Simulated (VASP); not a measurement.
Wanted: the native input for a VASP 6.6.1 run.

```yaml
Task: relaxation of the atoms
Functional: r2SCAN
Potentials_or_basis: VASP PAW PBE potentials, release 64 (Ca_sv)
Cutoff: 520 eV
k_mesh: 6 × 6 × 3
Occupations: methfessel-paxton, width 0.1 eV
Spin: no spin polarisation
Further_INCAR_settings: ALGO = Normal; EDIFF = 1e-07; IBRION = 2; EDIFFG = -0.01; NSW = 60
```

The structure of Ca lies in POSCAR:

```
Ca
1.0
    3.9800000000      0.0000000000      0.0000000000
   -1.9900000000      3.4467811071      0.0000000000
    0.0000000000      0.0000000000      6.5200000000
Ca
2
Direct
    0.6692590000      0.3380260000      0.7532210000
    0.3286950000      0.6652520000      0.2472040000
```

This isn't the form of Ca at room conditions, which is fcc.

The cell isn't the ideal one: atoms moved at random, drawn with an rms of 0.02 Å.

The input as run:

INCAR

```
SYSTEM = Ca
ALGO     = Normal         ! electronic algorithm
EDIFF    = 1E-7           ! SCF threshold, eV
EDIFFG   = -0.01          ! ionic threshold
ENCUT    = 520            ! plane-wave cutoff, eV
IBRION   = 2              ! ionic algorithm
ISIF     = 2              ! what is computed and relaxed
ISMEAR   = 1              ! smearing method
LASPH    = .TRUE.         ! aspherical terms in the spheres
LCHARG   = .FALSE.        ! write CHGCAR
LMIXTAU  = .TRUE.       
LREAL    = .FALSE.        ! projectors in reciprocal space
LWAVE    = .FALSE.        ! write WAVECAR
METAGGA  = R2SCAN         ! meta-GGA
NELM     = 100            ! most SCF steps
NSW      = 60             ! ionic steps
PREC     = Accurate       ! precision mode
SIGMA    = 0.1            ! smearing width, eV
```

KPOINTS

```
k-points
0
G
  6 6 3
  0 0 0
```

Potentials or basis: VASP PAW PBE potentials, release 64 (Ca_sv).

Launch:

```sh
$ cat potpaw_PBE.64/Ca_sv/POTCAR > POTCAR
$ mpirun -np 1 vasp_std > vasp.out
```

Results of the run:

```json
{
 "Energy gained by relaxing": "0.7 meV/atom",
 "Ionic steps": "5",
 "Pressure after relaxing": "-0.5 GPa",
 "Largest force after relaxing": "0.007 eV/Å",
 "Band gap on the k mesh": "none (metal or under the smearing width)"
}
```

Caveat: the PAW data sets were made with another functional, which shifts forces and pressure a little.

Wall time 14 min on 1 thread of Intel(R) Xeon(R) Platinum 8488C (Sapphire Rapids), on a shared host, peak memory 0.25 GiB.
